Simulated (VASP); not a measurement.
# InSe monolayer under biaxial strain, part 2 of 2

Aim: strain InSe monolayer in both directions of its plane and follow energy, thickness and gap.

VASP 6.6.1, plane waves and PAW; the level of theory is named at each step.

So far. Step 9 (Strained, atoms relaxed, biaxial strain -0.02): The run ended after 7 ionic steps, 0.015 eV below its first step, once the forces on the free atoms met EDIFFG = -0.015.

## (10) Strained, levels with spin-orbit coupling, biaxial strain -0.02

This step: PBE with D3(BJ), spin-orbit coupling; plane waves and PAW (In, Se) (VASP 6.6.1).

Contents of INCAR:

```
SYSTEM = InSe
PREC = Normal
ENCUT = 350
EDIFF = 1E-06
NELM = 120
ISMEAR = 0
SIGMA = 0.03
LREAL = .FALSE.
ALGO = Fast
GGA = PE
IVDW = 12
LNONCOLLINEAR = .TRUE.
MAGMOM = 0 0 0 0 0 0 0 0 0 0 0 0
NBANDS = 30
GGA_COMPAT = .FALSE.
LASPH = .TRUE.
LSORBIT = .TRUE.
LWAVE = .FALSE.
LCHARG = .FALSE.
KPAR = 4
IDIPOL = 3
LDIPOL = .TRUE.
DIPOL = 0.5 0.5 0.5
LVHAR = .TRUE.
LVACPOTAV = .TRUE.
```

Contents of POSCAR:

```
InSe
1.0
    3.9569660390      0.0000000000      0.0000000000
   -1.9784830195      3.4268331118      0.0000000000
    0.0000000000      0.0000000000     22.0000000000
In Se
2 2
Direct
    0.3333333333      0.6666666667      0.4367555333
    0.3333333333      0.6666666667      0.5632444667
    0.6666666667      0.3333333333      0.3753988932
    0.6666666667      0.3333333333      0.6246011068
```

Contents of KPOINTS:

```
Automatic mesh
0
Gamma
9 9 1
0 0 0
```

Contents of KPOINTS_OPT:

```
Line mode
14
Line-mode
Reciprocal
  0.00000000   0.00000000   0.00000000 GAMMA
  0.50000000   0.00000000   0.00000000 M

  0.50000000   0.00000000   0.00000000 M
  0.33333333   0.33333333   0.00000000 K

  0.33333333   0.33333333   0.00000000 K
  0.00000000   0.00000000   0.00000000 GAMMA
```

The projector-augmented-wave data sets are In and Se (PBE family, release 64).

Command:

```bash
$ mpirun -np 4 vasp_ncl
```

It took 3.4 min on 4 MPI ranks of AMD EPYC 7571, shared host; peak memory 2 GiB; 12 min of CPU time.

## (11) Strained, atoms relaxed, biaxial strain -0.01

This step: PBE with D3(BJ); plane waves and PAW (In, Se) (VASP 6.6.1).

Contents of INCAR:

```
SYSTEM = InSe
PREC = Normal
ENCUT = 350
EDIFF = 1E-06
NELM = 120
ISMEAR = 0
SIGMA = 0.03
LREAL = .FALSE.
ALGO = Fast
GGA = PE
IVDW = 12
NBANDS = 15
LORBIT = 11
LWAVE = .FALSE.
LCHARG = .FALSE.
KPAR = 4
IBRION = 2
NSW = 30
ISIF = 2
EDIFFG = -0.015
POTIM = 0.4
MAXMIX = 40
IDIPOL = 3
LDIPOL = .TRUE.
DIPOL = 0.5 0.5 0.5
```

Contents of POSCAR:

```
InSe
1.0
    3.9973432435      0.0000000000      0.0000000000
   -1.9986716218      3.4618007966      0.0000000000
    0.0000000000      0.0000000000     22.0000000000
In Se
2 2
Direct
    0.3333333333      0.6666666667      0.4366860628
    0.3333333333      0.6666666667      0.5633139372
    0.6666666667      0.3333333333      0.3773759262
    0.6666666667      0.3333333333      0.6226240738
```

KPOINTS is that of step 10.

Command:

```bash
$ mpirun -np 4 vasp_std
```

Elapsed: 44 s, on 4 MPI ranks; peak memory 0.77 GiB; 2.6 min of CPU time.

Relaxation path:

```
step  energy less that of the first step (eV)  largest force (eV/Å)
   1                                   0.0000                0.1672
   2                                  -0.0026                0.0706
   3                                  -0.0028                0.0414
   4                                  -0.0030                0.0348
   5                                  -0.0035                0.0150
```

The atoms that moved most (Å):

```csv
atom,dx,dy,dz,length
Se4,0.000,0.000,0.017,0.017
Se3,0.000,0.000,-0.017,0.017
```

Final coordinates:

```cif
data_structure
_symmetry_space_group_name_H-M 'P 1'
_symmetry_Int_Tables_number 1
_cell_length_a 3.9973
_cell_length_b 3.9973
_cell_length_c 22.0000
_cell_angle_alpha 90.000
_cell_angle_beta 90.000
_cell_angle_gamma 120.000
_cell_volume 304.44
loop_
_atom_site_label
_atom_site_type_symbol
_atom_site_fract_x
_atom_site_fract_y
_atom_site_fract_z
_atom_site_occupancy
In1 In 0.33333 0.66667 0.43685 1
In2 In 0.33333 0.66667 0.56315 1
Se3 Se 0.66667 0.33333 0.37662 1
Se4 Se 0.66667 0.33333 0.62338 1
```

The run ended after 5 ionic steps, 0.004 eV below its first step, once the forces on the free atoms met EDIFFG = -0.015.

## (12) Strained, levels with spin-orbit coupling, biaxial strain -0.01

This step: PBE with D3(BJ), spin-orbit coupling; plane waves and PAW (In, Se) (VASP 6.6.1).

Contents of INCAR:

```
SYSTEM = InSe
PREC = Normal
ENCUT = 350
EDIFF = 1E-06
NELM = 120
ISMEAR = 0
SIGMA = 0.03
LREAL = .FALSE.
ALGO = Fast
GGA = PE
IVDW = 12
LNONCOLLINEAR = .TRUE.
MAGMOM = 0 0 0 0 0 0 0 0 0 0 0 0
NBANDS = 30
GGA_COMPAT = .FALSE.
LASPH = .TRUE.
LSORBIT = .TRUE.
LWAVE = .FALSE.
LCHARG = .FALSE.
KPAR = 4
IDIPOL = 3
LDIPOL = .TRUE.
DIPOL = 0.5 0.5 0.5
LVHAR = .TRUE.
LVACPOTAV = .TRUE.
```

Contents of POSCAR:

```
InSe
1.0
    3.9973432435      0.0000000000      0.0000000000
   -1.9986716218      3.4618007966      0.0000000000
    0.0000000000      0.0000000000     22.0000000000
In Se
2 2
Direct
    0.3333333333      0.6666666667      0.4368545732
    0.3333333333      0.6666666667      0.5631454268
    0.6666666667      0.3333333333      0.3766208944
    0.6666666667      0.3333333333      0.6233791056
```

KPOINTS is that of step 11.

KPOINTS_OPT is that of step 10.

Command:

```bash
$ mpirun -np 4 vasp_ncl
```

Run time: 3.5 min. Hardware: 4 MPI ranks; peak memory 2 GiB.

On-site spin-orbit energy by atom:

```
atom  on-site spin-orbit energy (eV)
 In1                         -0.0327
 In2                         -0.0327
 Se3                         -0.0415
 Se4                         -0.0415
```

## (13) Strained, atoms relaxed, biaxial strain 0

This step: PBE with D3(BJ); plane waves and PAW (In, Se) (VASP 6.6.1).

Contents of INCAR:

```
SYSTEM = InSe
PREC = Normal
ENCUT = 350
EDIFF = 1E-06
NELM = 120
ISMEAR = 0
SIGMA = 0.03
LREAL = .FALSE.
ALGO = Fast
GGA = PE
IVDW = 12
NBANDS = 15
LORBIT = 11
LWAVE = .FALSE.
LCHARG = .FALSE.
KPAR = 4
IBRION = 2
NSW = 30
ISIF = 2
EDIFFG = -0.015
POTIM = 0.4
MAXMIX = 40
IDIPOL = 3
LDIPOL = .TRUE.
DIPOL = 0.5 0.5 0.5
```

Contents of POSCAR:

```
InSe
1.0
    4.0377204480      0.0000000000      0.0000000000
   -2.0188602240      3.4967684814      0.0000000000
    0.0000000000      0.0000000000     22.0000000000
In Se
2 2
Direct
    0.3333333333      0.6666666667      0.4366860628
    0.3333333333      0.6666666667      0.5633139372
    0.6666666667      0.3333333333      0.3773759262
    0.6666666667      0.3333333333      0.6226240738
```

KPOINTS is that of step 12.

Command:

```bash
$ mpirun -np 4 vasp_std
```

It took 17 s on 4 MPI ranks; peak memory 0.73 GiB; 58 s of CPU time.

The start already met the threshold, so nothing moved, which says little where the restoring forces are soft.

## (14) Strained, levels with spin-orbit coupling, biaxial strain 0

This step: PBE with D3(BJ), spin-orbit coupling; plane waves and PAW (In, Se) (VASP 6.6.1).

Contents of INCAR:

```
SYSTEM = InSe
PREC = Normal
ENCUT = 350
EDIFF = 1E-06
NELM = 120
ISMEAR = 0
SIGMA = 0.03
LREAL = .FALSE.
ALGO = Fast
GGA = PE
IVDW = 12
LNONCOLLINEAR = .TRUE.
MAGMOM = 0 0 0 0 0 0 0 0 0 0 0 0
NBANDS = 30
GGA_COMPAT = .FALSE.
LASPH = .TRUE.
LSORBIT = .TRUE.
LWAVE = .FALSE.
LCHARG = .FALSE.
KPAR = 4
IDIPOL = 3
LDIPOL = .TRUE.
DIPOL = 0.5 0.5 0.5
LVHAR = .TRUE.
LVACPOTAV = .TRUE.
```

POSCAR is that of step 13.

KPOINTS is that of step 13.

KPOINTS_OPT is that of step 12.

Command:

```bash
$ mpirun -np 4 vasp_ncl
```

The job ended after 3.4 min (4 MPI ranks; peak memory 2 GiB).

## (15) Strained, atoms relaxed, biaxial strain 0.01

This step: PBE with D3(BJ); plane waves and PAW (In, Se) (VASP 6.6.1).

Contents of INCAR:

```
SYSTEM = InSe
PREC = Normal
ENCUT = 350
EDIFF = 1E-06
NELM = 120
ISMEAR = 0
SIGMA = 0.03
LREAL = .FALSE.
ALGO = Fast
GGA = PE
IVDW = 12
NBANDS = 15
LORBIT = 11
LWAVE = .FALSE.
LCHARG = .FALSE.
KPAR = 4
IBRION = 2
NSW = 30
ISIF = 2
EDIFFG = -0.015
POTIM = 0.4
MAXMIX = 40
IDIPOL = 3
LDIPOL = .TRUE.
DIPOL = 0.5 0.5 0.5
```

POSCAR: that of step 14 with these lines changed.

```diff
@@ -2,4 +2,4 @@
 1.0
-    4.0377204480      0.0000000000      0.0000000000
-   -2.0188602240      3.4967684814      0.0000000000
+    4.0780976525      0.0000000000      0.0000000000
+   -2.0390488262      3.5317361662      0.0000000000
     0.0000000000      0.0000000000     22.0000000000
```

KPOINTS is that of step 14.

Command:

```bash
$ mpirun -np 4 vasp_std
```

The job ended after 62 s (4 MPI ranks; peak memory 0.85 GiB).

The run ended after 7 ionic steps, 0.003 eV below its first step, once the forces on the free atoms met EDIFFG = -0.015.

## (16) Strained, levels with spin-orbit coupling, biaxial strain 0.01

This step: PBE with D3(BJ), spin-orbit coupling; plane waves and PAW (In, Se) (VASP 6.6.1).

Contents of INCAR:

```
SYSTEM = InSe
PREC = Normal
ENCUT = 350
EDIFF = 1E-06
NELM = 120
ISMEAR = 0
SIGMA = 0.03
LREAL = .FALSE.
ALGO = Fast
GGA = PE
IVDW = 12
LNONCOLLINEAR = .TRUE.
MAGMOM = 0 0 0 0 0 0 0 0 0 0 0 0
NBANDS = 30
GGA_COMPAT = .FALSE.
LASPH = .TRUE.
LSORBIT = .TRUE.
LWAVE = .FALSE.
LCHARG = .FALSE.
KPAR = 4
IDIPOL = 3
LDIPOL = .TRUE.
DIPOL = 0.5 0.5 0.5
LVHAR = .TRUE.
LVACPOTAV = .TRUE.
```

Contents of POSCAR:

```
InSe
1.0
    4.0780976525      0.0000000000      0.0000000000
   -2.0390488262      3.5317361662      0.0000000000
    0.0000000000      0.0000000000     22.0000000000
In Se
2 2
Direct
    0.3333333333      0.6666666667      0.4366272226
    0.3333333333      0.6666666667      0.5633727774
    0.6666666667      0.3333333333      0.3783452012
    0.6666666667      0.3333333333      0.6216547988
```

KPOINTS is that of step 15.

KPOINTS_OPT is that of step 14.

Command:

```bash
$ mpirun -np 4 vasp_ncl
```

It took 4.3 min on 4 MPI ranks; peak memory 2.1 GiB.

## (17) Strained, atoms relaxed, biaxial strain 0.02

This step: PBE with D3(BJ); plane waves and PAW (In, Se) (VASP 6.6.1).

Contents of INCAR:

```
SYSTEM = InSe
PREC = Normal
ENCUT = 350
EDIFF = 1E-06
NELM = 120
ISMEAR = 0
SIGMA = 0.03
LREAL = .FALSE.
ALGO = Fast
GGA = PE
IVDW = 12
NBANDS = 15
LORBIT = 11
LWAVE = .FALSE.
LCHARG = .FALSE.
KPAR = 4
IBRION = 2
NSW = 30
ISIF = 2
EDIFFG = -0.015
POTIM = 0.4
MAXMIX = 40
IDIPOL = 3
LDIPOL = .TRUE.
DIPOL = 0.5 0.5 0.5
```

Contents of POSCAR:

```
InSe
1.0
    4.1184748570      0.0000000000      0.0000000000
   -2.0592374285      3.5667038510      0.0000000000
    0.0000000000      0.0000000000     22.0000000000
In Se
2 2
Direct
    0.3333333333      0.6666666667      0.4366860628
    0.3333333333      0.6666666667      0.5633139372
    0.6666666667      0.3333333333      0.3773759262
    0.6666666667      0.3333333333      0.6226240738
```

KPOINTS is that of step 16.

Command:

```bash
$ mpirun -np 4 vasp_std
```

Elapsed: 76 s, on 4 MPI ranks; peak memory 0.84 GiB; 4.2 min of CPU time.

The run ended after 7 ionic steps, 0.013 eV below its first step, once the forces on the free atoms met EDIFFG = -0.015.

## (18) Strained, levels with spin-orbit coupling, biaxial strain 0.02

This step: PBE with D3(BJ), spin-orbit coupling; plane waves and PAW (In, Se) (VASP 6.6.1).

Contents of INCAR:

```
SYSTEM = InSe
PREC = Normal
ENCUT = 350
EDIFF = 1E-06
NELM = 120
ISMEAR = 0
SIGMA = 0.03
LREAL = .FALSE.
ALGO = Fast
GGA = PE
IVDW = 12
LNONCOLLINEAR = .TRUE.
MAGMOM = 0 0 0 0 0 0 0 0 0 0 0 0
NBANDS = 30
GGA_COMPAT = .FALSE.
LASPH = .TRUE.
LSORBIT = .TRUE.
LWAVE = .FALSE.
LCHARG = .FALSE.
KPAR = 4
IDIPOL = 3
LDIPOL = .TRUE.
DIPOL = 0.5 0.5 0.5
LVHAR = .TRUE.
LVACPOTAV = .TRUE.
```

Contents of POSCAR:

```
InSe
1.0
    4.1184748570      0.0000000000      0.0000000000
   -2.0592374285      3.5667038510      0.0000000000
    0.0000000000      0.0000000000     22.0000000000
In Se
2 2
Direct
    0.3333333333      0.6666666667      0.4365626561
    0.3333333333      0.6666666667      0.5634373439
    0.6666666667      0.3333333333      0.3793237627
    0.6666666667      0.3333333333      0.6206762373
```

KPOINTS is that of step 17.

KPOINTS_OPT is that of step 16.

Command:

```bash
$ mpirun -np 4 vasp_ncl
```

It took 4.2 min on 4 MPI ranks; peak memory 2.1 GiB; 15 min of CPU time.

On-site spin-orbit energy by atom:

| atom | on-site spin-orbit energy (eV) |
| --- | --- |
| In1 | -0.0319 |
| In2 | -0.0319 |
| Se3 | -0.0421 |
| Se4 | -0.0421 |

## (19) Strained, atoms relaxed, biaxial strain 0.03

This step: PBE with D3(BJ); plane waves and PAW (In, Se) (VASP 6.6.1).

Contents of INCAR:

```
SYSTEM = InSe
PREC = Normal
ENCUT = 350
EDIFF = 1E-06
NELM = 120
ISMEAR = 0
SIGMA = 0.03
LREAL = .FALSE.
ALGO = Fast
GGA = PE
IVDW = 12
NBANDS = 15
LORBIT = 11
LWAVE = .FALSE.
LCHARG = .FALSE.
KPAR = 4
IBRION = 2
NSW = 30
ISIF = 2
EDIFFG = -0.015
POTIM = 0.4
MAXMIX = 40
IDIPOL = 3
LDIPOL = .TRUE.
DIPOL = 0.5 0.5 0.5
```

Contents of POSCAR:

```
InSe
1.0
    4.1588520614      0.0000000000      0.0000000000
   -2.0794260307      3.6016715358      0.0000000000
    0.0000000000      0.0000000000     22.0000000000
In Se
2 2
Direct
    0.3333333333      0.6666666667      0.4366860628
    0.3333333333      0.6666666667      0.5633139372
    0.6666666667      0.3333333333      0.3773759262
    0.6666666667      0.3333333333      0.6226240738
```

KPOINTS is that of step 18.

Command:

```bash
$ mpirun -np 4 vasp_std
```

The job ended after 66 s (4 MPI ranks; peak memory 0.84 GiB).

The run ended after 7 ionic steps, 0.028 eV below its first step, once the forces on the free atoms met EDIFFG = -0.015.

## (20) Strained, levels with spin-orbit coupling, biaxial strain 0.03

This step: PBE with D3(BJ), spin-orbit coupling; plane waves and PAW (In, Se) (VASP 6.6.1).

Contents of INCAR:

```
SYSTEM = InSe
PREC = Normal
ENCUT = 350
EDIFF = 1E-06
NELM = 120
ISMEAR = 0
SIGMA = 0.03
LREAL = .FALSE.
ALGO = Fast
GGA = PE
IVDW = 12
LNONCOLLINEAR = .TRUE.
MAGMOM = 0 0 0 0 0 0 0 0 0 0 0 0
NBANDS = 30
GGA_COMPAT = .FALSE.
LASPH = .TRUE.
LSORBIT = .TRUE.
LWAVE = .FALSE.
LCHARG = .FALSE.
KPAR = 4
IDIPOL = 3
LDIPOL = .TRUE.
DIPOL = 0.5 0.5 0.5
LVHAR = .TRUE.
LVACPOTAV = .TRUE.
```

Contents of POSCAR:

```
InSe
1.0
    4.1588520614      0.0000000000      0.0000000000
   -2.0794260307      3.6016715358      0.0000000000
    0.0000000000      0.0000000000     22.0000000000
In Se
2 2
Direct
    0.3333333333      0.6666666667      0.4365060178
    0.3333333333      0.6666666667      0.5634939822
    0.6666666667      0.3333333333      0.3802959337
    0.6666666667      0.3333333333      0.6197040663
```

KPOINTS is that of step 19.

KPOINTS_OPT is that of step 18.

Command:

```bash
$ mpirun -np 4 vasp_ncl
```

It took 4.2 min on 4 MPI ranks; peak memory 2.1 GiB.

On-site spin-orbit energy by atom:

```csv
atom,on-site spin-orbit energy (eV)
In1,-0.0317
In2,-0.0317
Se3,-0.0424
Se4,-0.0424
```

## (21) Strained, atoms relaxed, biaxial strain 0.04

This step: PBE with D3(BJ); plane waves and PAW (In, Se) (VASP 6.6.1).

Contents of INCAR:

```
SYSTEM = InSe
PREC = Normal
ENCUT = 350
EDIFF = 1E-06
NELM = 120
ISMEAR = 0
SIGMA = 0.03
LREAL = .FALSE.
ALGO = Fast
GGA = PE
IVDW = 12
NBANDS = 15
LORBIT = 11
LWAVE = .FALSE.
LCHARG = .FALSE.
KPAR = 4
IBRION = 2
NSW = 30
ISIF = 2
EDIFFG = -0.015
POTIM = 0.4
MAXMIX = 40
IDIPOL = 3
LDIPOL = .TRUE.
DIPOL = 0.5 0.5 0.5
```

Contents of POSCAR:

```
InSe
1.0
    4.1992292659      0.0000000000      0.0000000000
   -2.0996146330      3.6366392207      0.0000000000
    0.0000000000      0.0000000000     22.0000000000
In Se
2 2
Direct
    0.3333333333      0.6666666667      0.4366860628
    0.3333333333      0.6666666667      0.5633139372
    0.6666666667      0.3333333333      0.3773759262
    0.6666666667      0.3333333333      0.6226240738
```

KPOINTS is that of step 20.

Command:

```bash
$ mpirun -np 4 vasp_std
```

Run time: 1.7 min. Hardware: 4 MPI ranks; peak memory 0.84 GiB.

The run ended after 8 ionic steps, 0.048 eV below its first step, once the forces on the free atoms met EDIFFG = -0.015.

## (22) Strained, levels with spin-orbit coupling, biaxial strain 0.04

This step: PBE with D3(BJ), spin-orbit coupling; plane waves and PAW (In, Se) (VASP 6.6.1).

Contents of INCAR:

```
SYSTEM = InSe
PREC = Normal
ENCUT = 350
EDIFF = 1E-06
NELM = 120
ISMEAR = 0
SIGMA = 0.03
LREAL = .FALSE.
ALGO = Fast
GGA = PE
IVDW = 12
LNONCOLLINEAR = .TRUE.
MAGMOM = 0 0 0 0 0 0 0 0 0 0 0 0
NBANDS = 30
GGA_COMPAT = .FALSE.
LASPH = .TRUE.
LSORBIT = .TRUE.
LWAVE = .FALSE.
LCHARG = .FALSE.
KPAR = 4
IDIPOL = 3
LDIPOL = .TRUE.
DIPOL = 0.5 0.5 0.5
LVHAR = .TRUE.
LVACPOTAV = .TRUE.
```

Contents of POSCAR:

```
InSe
1.0
    4.1992292659      0.0000000000      0.0000000000
   -2.0996146330      3.6366392207      0.0000000000
    0.0000000000      0.0000000000     22.0000000000
In Se
2 2
Direct
    0.3333333333      0.6666666667      0.4364185614
    0.3333333333      0.6666666667      0.5635814386
    0.6666666667      0.3333333333      0.3813178245
    0.6666666667      0.3333333333      0.6186821755
```

KPOINTS is that of step 21.

KPOINTS_OPT is that of step 20.

Command:

```bash
$ mpirun -np 4 vasp_ncl
```

Run time: 5.4 min. Hardware: 4 MPI ranks; peak memory 2.2 GiB.

On-site spin-orbit energy by atom:

```csv
atom,on-site spin-orbit energy (eV)
In1,-0.0314
In2,-0.0314
Se3,-0.0427
Se4,-0.0427
```

## (23) All strains together

This step: monolayer under biaxial strain, PBE + D3(BJ); plane waves and PAW (VASP 6.6.1).

Derived from the runs above.

This step gave:

```yaml
lattice_a: 4.038 Å
```

Gaps on mesh and path; the strain energy is without spin-orbit coupling. Strain series, by row:

```csv
biaxial strain (%),strain energy (J/m²),thickness (Å),gap with spin-orbit coupling (eV),least direct gap (eV),highest filled level below the vacuum (eV)
-4,0.1156,5.569,1.898,1.898,5.861
-3,0.06325,5.525,1.911,1.911,5.968
-2,0.02725,5.482,1.907,1.907,6.068
-1,0.006637,5.429,1.77,1.796,6.038
0,-1.93e-7,5.395,1.603,1.64,5.988
1,0.006792,5.353,1.433,1.481,5.935
2,0.02617,5.31,1.266,1.323,5.886
3,0.05727,5.267,1.105,1.173,5.842
4,0.09922,5.222,0.9448,1.029,5.799
```

## (24) Outcome

| Property | Result |
| --- | --- |
| lattice a | 4.04 Å |

In words: The gap with spin-orbit coupling runs from 1.90 eV at -4 % to 0.94 eV at +4 %; the largest value among the strains run is 1.91 eV, at -3 %, and the band edges may change valleys between rows. Under tension its steps for each per cent are -169, -168, -161 and -160 meV. A cubic fit of the strain energy gives a curvature of 67 N/m in E = k ε², which is C11 + C12 for this hexagonal sheet. The sheet's thickness goes from 5.57 to 5.22 Å. Gaps are read on mesh and path and are too small at this level. The small cell can't ripple under compression.

[Lines on the potential files, build, host, timing and source positions are cut from VASP's logs without a mark.]

[Logs are printed without paths, hosts, clocks, repeated set-up lines and the standing remarks that a program may print on its own settings, such as how far it seeks lower states.]

[Hosts, paths, dates, database ids (printed as entryN), source tags and the programs' standing remarks are cut or masked in the printed files.]

[Runs that stopped without an error message from VASP are left out.]
